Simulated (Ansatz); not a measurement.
Eigenvalues along a path: Ag (simple hexagonal type)

```xyz
1
Lattice="2.1609 0.0000 0.0000 -1.0804 1.8714 0.0000 0.0000 0.0000 2.0657" Properties=species:S:1:pos:R:3 pbc="T T T"
Ag    0.0000    0.0000    0.0000
```

The cell comes from a relaxation on PAW files under the same functional, begun from a prototype that needn't be the stable phase.

Computed with Ansatz 0.2.0; functional PBE, scalar-relativistic. Settings: a Γ-centred 15×15×14 k mesh, Fermi–Dirac smearing of 0.08 eV, no spin polarisation. Methods: LAPW: all electrons, basis error target 1 meV/atom.

This run: volume at 0.43 of the series' base cell.

Path points, in fractions of the reciprocal vectors: Γ (0.000, 0.000, 0.000), M (0.500, 0.000, 0.000), K (0.333, 0.333, 0.000), A (0.000, 0.000, 0.500), L (0.500, 0.000, 0.500), H (0.333, 0.333, 0.500). Levels in eV from the Fermi level; bands 14 to 21, counted from the lowest band of the run. The gap is zero, the pressure 651.3 GPa.

```
# k(1/Å) point b14 b15 b16 b17 b18 b19 b20 b21
0.000 Γ -15.34 -14.99 -10.50 -10.50 -3.73 -3.73 14.00 18.10
0.420 - -14.82 -14.22 -11.08 -9.66 -4.54 -3.88 15.68 19.76
0.839 - -14.22 -13.67 -9.79 -7.40 -6.22 -4.22 15.55 21.01
1.259 - -15.16 -12.99 -7.63 -5.72 -4.57 -4.55 11.27 17.72
1.679 M -15.64 -12.59 -8.16 -4.68 -3.26 -3.10 9.03 16.02
1.921 - -15.22 -12.55 -8.07 -5.40 -4.91 -0.91 8.83 14.80
2.163 - -14.07 -12.45 -7.81 -7.48 -5.49 1.36 8.30 12.21
2.406 - -12.64 -12.19 -9.32 -7.40 -6.22 3.62 7.57 9.57
2.648 K -12.40 -10.83 -10.83 -6.88 -6.88 5.91 5.91 8.44
3.133 - -12.76 -12.61 -9.81 -7.41 -5.68 0.62 10.76 11.15
3.617 - -13.72 -12.61 -11.48 -6.53 -5.18 -4.61 15.71 16.26
4.102 - -14.71 -13.91 -11.36 -9.28 -4.76 -3.94 16.13 20.28
4.586 Γ -15.34 -14.99 -10.50 -10.50 -3.73 -3.73 14.00 18.10
4.967 - -15.01 -13.75 -10.37 -10.37 -4.42 -4.42 14.43 15.28
5.347 - -14.16 -10.53 -10.05 -10.05 -5.90 -5.90 10.88 15.63
5.727 - -13.14 -9.71 -9.71 -7.20 -7.20 -6.96 7.96 17.25
6.107 A -12.64 -9.57 -9.57 -7.69 -7.69 -5.42 7.25 18.15
6.527 - -11.78 -10.54 -9.92 -8.77 -7.97 -2.20 7.28 19.64
6.947 - -13.52 -12.26 -8.59 -7.66 -6.62 1.62 7.32 16.19
7.366 - -15.48 -13.44 -9.17 -4.01 -3.56 4.00 7.07 15.78
7.786 L -16.16 -13.91 -9.39 -2.72 -1.22 4.56 6.64 17.55
8.028 - -16.01 -13.47 -9.96 -3.55 -1.31 5.43 7.76 17.39
8.271 - -15.58 -12.26 -11.28 -5.33 -1.57 7.62 10.34 16.95
8.513 - -14.88 -12.73 -10.54 -7.20 -1.90 10.32 13.53 16.29
8.755 H -13.95 -13.95 -8.83 -8.83 -2.09 12.05 15.55 15.55
9.240 - -15.02 -11.67 -10.88 -7.95 -1.54 8.26 10.30 14.53
9.724 - -13.97 -11.17 -9.50 -9.47 -4.33 3.34 7.59 15.35
10.209 - -11.45 -11.02 -10.24 -8.34 -8.11 -1.54 7.30 18.97
10.694 A -12.64 -9.57 -9.57 -7.69 -7.69 -5.42 7.25 18.15
```
